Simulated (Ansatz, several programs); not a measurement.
BaTiO₃ (started from an entry of an open crystallographic database), relaxed with PBE in Ansatz (plane waves, PAW): it is orthorhombic, Amm2 (No. 38); conventional cell a = 3.973 Å, b = 5.781 Å, c = 5.832 Å, 13.39 Å³ an atom. Around Ba lie 12 O at 2.77–3.06 Å; around Ti lie 6 O at 1.85–2.27 Å; around O lie 2 Ti at 2.00 Å and 4 Ba at 2.77–3.06 Å; around O lie 2 Ti at 1.85–2.27 Å and 4 Ba at 2.81–2.92 Å. The cell was then scaled with its shape and fractional coordinates held, which makes it stiffer than a relaxed compression. No spin polarisation and no zero-point or thermal motion.

```tsv
V (Å³/atom)	E (meV/atom)
12.589	25.95
13.392	0.00
13.794	5.45
14.196	20.75
```

Question: Pass a cubic E = c₀ + c₁u + c₂u² + c₃u³, with u = V − 13.493 Å³, through these points.

Answer: c₀ = 0.34, c₁ = +6.941, c₂ = 34.743, c₃ = -4.7253 (meV and Å³).

Question: Where is the minimum, and what bulk modulus follows?

Answer: dE/du = 0 at u = -0.098, so V₀ = 13.40 Å³. B = V₀ d²E/dV² = 13.40 × (2c₂ + 6c₃u) = 13.40 × 72.262 = 968 meV/Å³, and 1 meV/Å³ is 0.16022 GPa: 155 GPa. A third-order Birch-Murnaghan fit to all five points gives 13.39 Å³ and 154 GPa.

Question: Predict the energy and the pressure at the withheld volume, 12.991 Å³.

Answer: With u = -0.502: E ≈ 6.21 meV and P = −dE/dV ≈ +5.05 GPa. The run gives 6.11 meV and, from its stress, +5.02 GPa.
